Q: I want to know where the electrons sit in this nickel silicide, NiSi₂. The calculation sorts the filled states by atom and by orbital type. Can I read its counts as shell fillings?

GPAW 26.7.0, PBE+U (U = 6.2 eV on Ni d) with a 600 eV plane-wave cutoff and a 10-valence-electron Ni PAW data set, for NiSi₂ (Fm-3m) at 92% of its starting volume. Filled states are projected on PAW partial waves on a 13×13×13 k mesh (9×9×9 for the self-consistent density), from −12 eV up to the Fermi energy, which is the zero for the band centres.

```
projection name  projection electrons (e)  projection band centre (eV)
        Ni-s-up                     0.440                       -6.330
      Ni-s-down                     0.440                       -6.330
        Ni-p-up                     2.700                       -4.560
      Ni-p-down                     2.700                       -4.560
        Ni-d-up                     4.780                       -4.680
      Ni-d-down                     4.790                       -4.680
        Si-s-up                     1.180                       -8.380
      Si-s-down                     1.180                       -8.380
        Si-p-up                     2.980                       -4.890
      Si-p-down                     2.980                       -4.890
```

A: Test that reading before you trust it. "Projection electrons" is the count for one atom type, orbital type and spin, and "projection band centre" is the mean energy of the filled states in that channel, measured from the Fermi energy. The projections were made on a 13×13×13 mesh, finer than the 9×9×9 mesh used for the self-consistent density. The up and down rows agree to within rounding because the crystal came out non-magnetic, so you have five channels to judge. What would the counts look like if the atoms were far apart?

Q: Then each channel would be an ordinary atomic shell. An s shell holds one electron per spin, a p shell three and a d shell five. Nickel would share its valence electrons between 3d and 4s and leave 4p empty, and all the counts would add up to the number of valence electrons.

A: That is a good smooth model, and it has no adjustable constant. The cell holds one Ni with ten valence electrons and two Si with four each, 18 in all. Apply it to all ten rows, and begin with the order of filling on nickel.

Q: Ni-d is about 96% full, which looks right. Ni-s is only 44% full, yet Ni-p is 90% full. The shell that should be empty looks twice as full as the one below it. Could these be the inner 3p electrons?

A: No, those are kept in the frozen core here. Ni-p is the row pair that breaks the pattern most clearly. Now do the sum, taking each Si row once.

Q: With both spins I get:

Ni: 2 × 0.44 + 2 × 2.70 + 4.78 + 4.79 = 15.85
Si: 2 × 1.18 + 2 × 2.98 = 8.32
total: 15.85 + 8.32 = 24.17

That is about six electrons more than the cell contains. Has silicon given electrons to nickel?

A: A transfer moves electrons from one atom to another and leaves the total alone. A total that is too high means that the counting itself is at fault. Leave out the 5.4 electrons of Ni-p and the sum drops to 18.8, close to the right number. If each Si row covers both silicon atoms, that points to Ni-p as the main suspect, although the other channels need not be exact either.

Q: How can a count produce electrons that aren't there?

A: Look at what is being counted. Close to the nickel nucleus, the crystal wave is compared with an atomic orbital, and the wave adds to the count the square of the factor by which that orbital must be multiplied to match it. The printed count is the sum over all filled waves. The orbital is normalised over all space, but the comparison is made only inside a small sphere. Let f be the fraction of the atomic orbital that lies in the sphere, Q the charge of that orbital type really found there, and N the count. For a single orbital shape,

Q = N × f, so N = Q / f

Q: So if the orbital fits inside the sphere, f is nearly one and the count is the charge. If most of it lies outside, a little charge gives a large count.

A: Those are the two limits. Nickel 3d is compact and near the first, so its count can be taken almost at face value, though not as proof of a formal d¹⁰ atom. Nickel 4p is diffuse and near the second. Suppose, purely for illustration, that f were one tenth: the 5.4 counted electrons would then stand for about half an electron of p-like charge in the sphere. The table doesn't fix f, so keep the direction of the argument and not that number.

Q: But why is there any p-like charge at nickel, if 4p is empty in the atom?

A: Because the neighbours reach in. Each Ni sits at the centre of a cube of eight Si atoms. Take a bonding wave that is positive on the silicon atoms at one side of the cube and negative at the other. If the two sides are equally strong, it passes through zero at the nickel nucleus, and close to the nucleus such a wave looks mainly p-like, whoever supplied it. The cell is also squeezed to 92% of its starting volume, which should make these tails somewhat stronger.

Q: Couldn't it be real mixing of nickel 4p into the bonds?

A: Some of it probably is, but inside the sphere the two descriptions look the same. The band centres don't separate them. The Ni-p centre lies only 0.3 eV above that of Si-p, which fits silicon tails, but 4p mixed into the same filled bands would lie there too. What the table does show is that 5.4 can't be taken as a population.

Q: Si-s breaks the rule as well. It has 1.18 electrons per spin, and one s orbital holds only one.

A: That break may be only apparent. If the row adds up both silicon atoms, each has 0.59 per spin, and s and p together give 4.2 electrons per atom, close to silicon's four. The Si-p shell is then about half full, and not nearly full as the capacity of a single atom would suggest. If the row describes a single atom, the count is inflated and the total for the cell is worse still. The near match favours the first reading but doesn't settle it, because silicon's 3s and 3p orbitals also reach beyond a small sphere and their counts need not equal charges. The energy window may also cut off the bottom of this deep band, which would make the count too low.

Q: Are the band centres at least safe to read as orbital energies? Ni-s lies 1.65 eV below Ni-d, and in the atom 4s is above 3d.

A: They are averages over filled states only. In the crystal 4s spreads into a broad band. Its lower, bonding part is filled and its upper part is empty, so the filled average lies well below the middle of the band. Deep silicon s waves that reach the nickel with the same sign from all sides are counted as Ni-s too, and they should pull the average down further. The d band is narrow and almost full, so its average stays close to the level itself. The size of the difference belongs to this PBE+U calculation, because the added U term pushes the nearly full d states down.

Q: So the same caution applies to the counts and the centres: the projection describes what the filled waves look like near an atom, and not which atom owns the electrons.

A: Yes, and the printed analysis below sets out the comparison channel by channel. As a working rule, put such counts through three tests before you speak of filling or charge transfer: the capacity of the shell, the atomic order of filling and the total for the cell. If a diffuse channel fails, use it to see at which energies the filled waves have that shape, and not to count electrons. Even counts that pass all three tests need not be charges, so to study charge transfer, divide up the electron density itself, for example by Bader's method.

The analysis program printed:

```
Apparent filling of each channel:
        row  capacity per spin  count over capacity
    Ni-s-up                  1                 0.44
  Ni-s-down                  1                 0.44
    Ni-p-up                  3                  0.9
  Ni-p-down                  3                  0.9
    Ni-d-up                  5                0.956
  Ni-d-down                  5                0.958
    Si-s-up                  1                 1.18
  Si-s-down                  1                 1.18
    Si-p-up                  3               0.9933
  Si-p-down                  3               0.9933
Largest up-down difference, Ni-d count (e): 0.01
Ni-p count, both spins (e): 5.4
All Ni counts, both spins (e): 15.85
Ni-s plus Ni-d counts, both spins (e): 10.45
All Si counts as printed, both spins (e): 8.32
Si counts per atom if the rows sum both atoms (e): 4.16
Total with Si rows counted once (e): 24.17
Excess over 18 with Si rows counted once (e): 6.17
Total with Si rows counted twice (e): 32.49
Total without Ni-p, Si rows counted once (e): 18.77
Remaining excess without Ni-p, Si rows counted once (e): 0.77
Total without Ni-p, Si rows counted twice (e): 27.09
Ni-s centre minus Ni-d centre (eV): -1.65
Ni-p centre minus Ni-d centre (eV): 0.12
Ni-p centre minus Si-p centre (eV): 0.33
Si-s centre minus Si-p centre (eV): -3.49
```
